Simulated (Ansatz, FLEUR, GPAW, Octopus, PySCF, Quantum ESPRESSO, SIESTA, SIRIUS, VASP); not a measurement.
# SiC: programs and potentials compared

```xyz
2
Lattice="0.0000 2.1790 2.1790 2.1790 0.0000 2.1790 2.1790 2.1790 0.0000" Properties=species:S:1:pos:R:3 pbc="T T T"
Si    0.0000    0.0000    0.0000
C     3.2685    3.2685    3.2685
```

Alike in all runs: functional PBEsol; k mesh 10 × 10 × 10; occupations fermi-dirac, width 0.05 eV; no spin polarisation; no spin-orbit coupling. Pressure is positive in compression and, in plane waves, holds the error of the finite cutoff, which Ansatz's Pulay term estimates and takes out.

| program and potentials | plane-wave cutoff (eV) | notes | band gap (eV) | pressure (GPa) |
| --- | --- | --- | --- | --- |
| Ansatz, Ansatz PAW | 420 | potentials made for PBE, which Ansatz adapts in part; Pulay term of +0.30 GPa included | 1.24 | -0.18 |
| Octopus, pseudodojo_pbesol (PseudoDojo 0.4, PBEsol) | - | - | 1.24 | - |
| Ansatz, all-electron LAPW, scalar-relativistic | - | - | 1.24 | -0.23 |
| SIRIUS, PseudoDojo 0.4.1 PBEsol standard (scalar relativistic) | 1127 | - | 1.24 | -0.13 |
| SIESTA, files PseudoDojo sr-pbesol-0.4.1-standard, DZP (energy shift 0.003 Ry) | - | atomic basis | 1.22 | 2.86 |
| PySCF, DZVP-MOLOPT-SR/GTH-PBE (potentials made for PBE) | - | atomic basis; potentials made for PBE | 1.27 | - |
| GPAW, PAW data sets generated for this functional | 800 | - | 1.24 | 0.99 |
| FLEUR, all-electron, FLAPW | - | - | 1.24 | - |
| Quantum ESPRESSO, GBRV 1.5 PBEsol | 612 | - | 1.24 | -0.24 |
| VASP, PBE PAW files C, Si, 520 eV | 520 | potentials made for PBE | 1.23 | 0.17 |

The band gap spans 1.22 (SIESTA, files PseudoDojo sr-pbesol-0.4.1-standard, DZP (energy shift 0.003 Ry)) to 1.27 eV (PySCF, DZVP-MOLOPT-SR/GTH-PBE (potentials made for PBE)), with all-electron results at 1.24. The pressure spans -0.24 (Quantum ESPRESSO, GBRV 1.5 PBEsol) to 2.86 GPa (SIESTA, files PseudoDojo sr-pbesol-0.4.1-standard, DZP (energy shift 0.003 Ry)), with all-electron results at -0.23. The gap is indirect and read on the mesh alone. Rows in atomic bases carry the error of their basis and grid, which can be large.

Differences between rows come from potentials, basis sets and numerical settings, since the functional is the same but for its coding. Runs on potential files found faulty are left out.

The band gap is nearly insensitive to the choice of program and potential, and the pseudopotential and PAW results closely follow the all-electron value. This is expected for a strongly bonded sp semiconductor, whose band edges derive from C 2p and Si-C antibonding states and whose cores are well separated from the valence shell. The gap nevertheless lies far below the measured one for cubic SiC. Since the all-electron runs share this shortfall, it belongs to the semilocal functional, whose Kohn-Sham gap lacks the derivative discontinuity.

Pressure discriminates more sharply, because it responds to small errors in how the total energy changes with volume. The all-electron value of -0.23 GPa places the cell slightly above its PBEsol equilibrium volume. GPAW's 0.99 GPa is probably not a cutoff effect, as incomplete plane waves normally shift the pressure the other way; the data sets or the grid are likelier sources. SiC is so stiff that even SIESTA's 2.86 GPa implies only a small change in lattice parameter.
